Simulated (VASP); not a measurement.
Here is a VASP 6.6.1 calculation.

Contents of INCAR:

```
SYSTEM = InSe
PREC     = Accurate       ! precision mode
ENCUT    = 300            ! plane-wave cutoff, eV
EDIFF    = 1E-6           ! SCF threshold, eV
ISMEAR   = 0              ! smearing method
SIGMA    = 0.03           ! smearing width, eV
LREAL    = .False.        ! projectors in reciprocal space
LASPH    = .True.         ! aspherical terms in the spheres
NELM     = 80             ! most SCF steps
ALGO     = Normal         ! electronic algorithm
ISIF     = 3              ! what is computed and relaxed
LWAVE    = .False.        ! write WAVECAR
LCHARG   = .False.        ! write CHGCAR
GGA      = PE             ! functional
IBRION   = 2              ! ionic algorithm
NSW      = 90             ! ionic steps
EDIFFG   = -0.01          ! ionic threshold
```

KPOINTS

```
Automatic mesh
0
Gamma
  5 5 4
  0 0 0
```

The input POSCAR:

```
InSe
1.0
    2.0000000000      1.1547005384      8.4400000000
   -2.0000000000      1.1547005384      8.4400000000
    0.0000000000     -2.3094010768      8.4400000000
In Se
2 2
Direct
    0.0000000000      0.0000000000      0.0000000000
    0.1114000000      0.1114000000      0.1114000000
    0.6165000000      0.6165000000      0.6165000000
    0.8281000000      0.8281000000      0.8281000000
```

Potentials or basis: VASP PAW PBE potentials, release 64 (In, Se).

The run is started by

```bash
$ cat potpaw_PBE.64/In/POTCAR potpaw_PBE.64/Se/POTCAR > POTCAR
$ mpirun -np 1 vasp_std > vasp.out
```

(1) What does it give for the relaxed cell?

(2) Estimate the band gap on the k mesh.

(3) What does it give for the space group after relaxing (to 0.05 Å)?

(4) What does it give for the relaxed volume?

## Answers

(1) a = 9.390 Å, b = 9.390 Å, c = 9.390 Å, α = 25.22°, β = 25.22°, γ = 25.22°.

(2) 1.32 eV, direct.

(3) R3m (No. 160).

(4) 33.08 Å³/atom.

Caveat: the k mesh is coarse (spacing up to 0.46 Å⁻¹), so the values aren't converged; spin-orbit coupling is left out, which moves the levels of the heavy elements; an odd mesh through Γ misses points on the zone boundary, where band edges often lie; the volume moved by +13 % from the deposited cell, more than functionals usually miss.
